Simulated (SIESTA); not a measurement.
Crystal: Cd.

```xyz
2
Lattice="2.9789 0.0000 0.0000 -1.4894 2.5798 0.0000 0.0000 0.0000 5.6177" Properties=species:S:1:pos:R:3 pbc="T T T"
Cd    1.4894    0.8599    4.2132
Cd    0.0000    1.7199    1.4044
```

* Program: SIESTA 5.4.2
* Task: single point
* Functional: PBEsol
* Potentials or basis: PseudoDojo 0.4 standard (PBEsol files)
* Basis: DZP (energy shift 0.003 Ry; two zetas on semicore shells)
* Grid cutoff: 800 Ry
* Energy shift: 0.003 Ry
* k mesh: 10 × 10 × 5
* Occupations: fermi-dirac, width 0.05 eV
* Spin: no spin polarisation

On this cell: pressure -2.2 GPa; largest force under 0.003 eV/Å; band gap on the k mesh none (metal or under the smearing width).

The same run follows on a disturbed copy (atoms moved at random, drawn with an rms of 0.05 Å):

```
Cd
1.0
     2.97887    0.00000    0.00000
    -1.48944    2.57978    0.00000
     0.00000    0.00000    5.61765
Cd
2
Direct
  0.65588 0.32948 0.76127
  0.31215 0.68112 0.25800
```

Q: What changes?

A: The energy (extrapolated to zero smearing) moves by +0.7 meV/atom; pressure -2.3 GPa; largest force 0.045 eV/Å; band gap on the k mesh none (metal or under the smearing width).

Forces on the atoms (eV/Å):
```
Cd  -0.022  0.018 -0.035
Cd   0.022 -0.018  0.035
```

Stress tensor (GPa, compression positive):
```
-1.84 -0.07  0.00
-0.07 -1.96  0.00
 0.00  0.00 -3.00
```

Caveats: the basis of atomic orbitals isn't converged, which shifts pressures, moduli and gaps.
